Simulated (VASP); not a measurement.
# BN, energy to pull the layers apart: which settings are enough?

BN, P6_3/mmc (no. 194), 4 atoms in the cell. PBEsol with D4; PAW potentials N, B (PBE set). VASP 6.6.1.

Wanted: separation energy at the given spacing within 0.2 meV/Å²; stress along the normal within 0.05 GPa.

The series start from Width added to each gap for the separated layers (Å): 8; ENCUT (eV): 520; k spacing (1/Å): 0.4; PREC: Accurate; LASPH: yes; EDIFF (eV): 1e-7; VDW_RADIUS (Å): 50; VDW_CNRADIUS (Å): 21; ALGO: Normal. Each series keeps the choices made before it, and each single choice may use up half of a tolerance. Times cover all steps of a run.

## Width added to each gap for the separated layers (Å)

| Width added to each gap for the separated layers (Å) | Separation energy at the given spacing (meV/Å²) | Stress along the normal (GPa) | Time (s) |
|---|---|---|---|
| 3 | 17.78 | -0.800 | 15 |
| 5 | 19.33 | -0.800 | 16 |
| 8 | 19.67 | -0.800 | 25 |
| 12 | 19.71 | -0.800 | 30 |
| 16 (reference) | 19.70 | -0.800 | 40 |

Chosen: 8, the loosest value from which every tighter one stays within half of the tolerance.

## ENCUT (eV)

| ENCUT (eV) | Separation energy at the given spacing (meV/Å²) | Stress along the normal (GPa) | Time (s) |
|---|---|---|---|
| 300 | 20.33 | -29.186 | 11 |
| 350 | 19.97 | -13.249 | 12 |
| 400 | 19.68 | -5.453 | 15 |
| 450 | 19.68 | -1.979 | 20 |
| 520 | 19.67 | -0.800 | 25 |
| 600 | 19.67 | -0.914 | 29 |
| 700 | 19.67 | -0.925 | 40 |
| 800 (reference) | 19.67 | -0.759 | 40 |

Chosen: 800; the next looser run is off by more than half of the tolerance, so convergence isn't shown beyond this value.

## k spacing (1/Å)

| k spacing (1/Å) | Separation energy at the given spacing (meV/Å²) | Stress along the normal (GPa) | Time (s) |
|---|---|---|---|
| 0.8 | 19.37 | -0.587 | 24 |
| 0.55 | 19.57 | -0.700 | 28 |
| 0.4 | 19.67 | -0.759 | 40 |
| 0.3 | 19.67 | -0.756 | 32 |
| 0.22 (reference) | 19.67 | -0.756 | 55 |

Chosen: 0.4.

## PREC

| PREC | Separation energy at the given spacing (meV/Å²) | Stress along the normal (GPa) | Time (s) |
|---|---|---|---|
| Low | 19.66 | -0.778 | 10 |
| Normal | 19.67 | -0.758 | 14 |
| Accurate (reference) | 19.67 | -0.759 | 40 |

Chosen: Low.

## LASPH

| LASPH | Separation energy at the given spacing (meV/Å²) | Stress along the normal (GPa) | Time (s) |
|---|---|---|---|
| no | 19.65 | -0.773 | 9.6 |
| yes (reference) | 19.66 | -0.778 | 10 |

Chosen: no.

## EDIFF (eV)

| EDIFF (eV) | Separation energy at the given spacing (meV/Å²) | Stress along the normal (GPa) | Time (s) |
|---|---|---|---|
| 0.0001 | 19.65 | -0.440 | 8.5 |
| 1e-5 | 19.65 | -0.748 | 8.9 |
| 1e-6 | 19.65 | -0.756 | 9.3 |
| 1e-7 (reference) | 19.65 | -0.773 | 9.6 |

Chosen: 1e-6.

## VDW_RADIUS (Å)

| VDW_RADIUS (Å) | Separation energy at the given spacing (meV/Å²) | Stress along the normal (GPa) | Time (s) |
|---|---|---|---|
| 10 | 18.48 | -0.587 | 9.3 |
| 15 | 19.34 | -0.715 | 9.2 |
| 25 | 19.59 | -0.748 | 9.5 |
| 35 | 19.63 | -0.754 | 8.8 |
| 50 | 19.65 | -0.756 | 9.3 |
| 70 (reference) | 19.65 | -0.757 | 8.8 |

Chosen: 25.

## VDW_CNRADIUS (Å)

| VDW_CNRADIUS (Å) | Separation energy at the given spacing (meV/Å²) | Stress along the normal (GPa) | Time (s) |
|---|---|---|---|
| 5 | 19.59 | -0.748 | 9.6 |
| 10 | 19.59 | -0.748 | 9.0 |
| 15 | 19.59 | -0.748 | 8.3 |
| 21 | 19.59 | -0.748 | 9.5 |
| 30 (reference) | 19.59 | -0.748 | 8.5 |

Chosen: 5.

## ALGO

| ALGO | Separation energy at the given spacing (meV/Å²) | Stress along the normal (GPa) | Time (s) |
|---|---|---|---|
| Normal | 19.59 | -0.748 | 9.6 |
| Fast | 19.59 | -0.753 | 10 |
| All | 19.59 | -0.770 | 7.8 |

Chosen: Normal; no other choice that stays within half of the tolerance saves 30 % of the time.

## All choices together

| Input | Separation energy at the given spacing (meV/Å²) | Stress along the normal (GPa) | Time (s) |
|---|---|---|---|
| program defaults, coarse mesh (naive) | 19.21 | -4.788 | 6.4 |
| chosen settings | 19.59 | -0.748 | 9.6 |
| reference settings throughout | 19.71 | -0.757 | 84 |

The chosen settings stay within the tolerance of the reference run, but the reference itself isn't shown to be converged in: ENCUT (eV).

## The input

INCAR:
```
SYSTEM = BN
PREC = Low
ENCUT = 800
EDIFF = 1E-6
ISMEAR = 0
SIGMA = 0.02
LREAL = .False.
LASPH = .False.
GGA_COMPAT = .False.
ALGO = Normal
NELM = 150
ISIF = 2
LWAVE = .False.
LCHARG = .False.
GGA = PS
IVDW = 13
KPAR = 4
VDW_RADIUS = 25.0
VDW_CNRADIUS = 5.0
```

KPOINTS.step1:
```
Automatic mesh
0
Gamma
  8 8 3
  0 0 0
```

KPOINTS.step2:
```
Automatic mesh
0
Gamma
  8 8 1
  0 0 0
```

POSCAR.step1:
```
BN
1.0
    2.4982400000      0.0000000000      0.0000000000
   -1.2491200000      2.1635393048      0.0000000000
    0.0000000000      0.0000000000      6.6357000000
N B
2 2
Direct
    0.6666666670      0.3333333330      0.2500000000
    0.3333333330      0.6666666670      0.7500000000
    0.6666666670      0.3333333330      0.7500000000
    0.3333333330      0.6666666670      0.2500000000
```

POSCAR.step2:
```
BN
1.0
    2.4982400000      0.0000000000      0.0000000000
   -1.2491200000      2.1635393048      0.0000000000
    0.0000000000      0.0000000000     22.6357000000
N B
2 2
Direct
    0.6666666670      0.3333333330      0.0732879920
    0.3333333330      0.6666666670      0.5732879920
    0.6666666670      0.3333333330      0.5732879920
    0.3333333330      0.6666666670      0.0732879920
```

Commands (each step's output is kept before the next begins):
```
cat potpaw_PBE.64/N/POTCAR potpaw_PBE.64/B/POTCAR > POTCAR
cp KPOINTS.step1 KPOINTS
cp POSCAR.step1 POSCAR
mpirun -np 4 vasp_std > vasp.out
rm WAVECAR CHG
cp KPOINTS.step2 KPOINTS
cp POSCAR.step2 POSCAR
mpirun -np 4 vasp_std > vasp.out
```

The chosen input took VASP 6.6.1 9.6 s on 4 cores (Intel Xeon Platinum 8488C (Sapphire Rapids)), a shared host.

## An input that fails: ENCUT 150

It runs to its end, but against the unchanged starting input it is off by 14.19 meV/Å² in the separation energy at the given spacing, 180.875 GPa in the stress along the normal.

Changes against the starting input:
```
(all steps)
- ENCUT = 520
+ ENCUT = 150
```
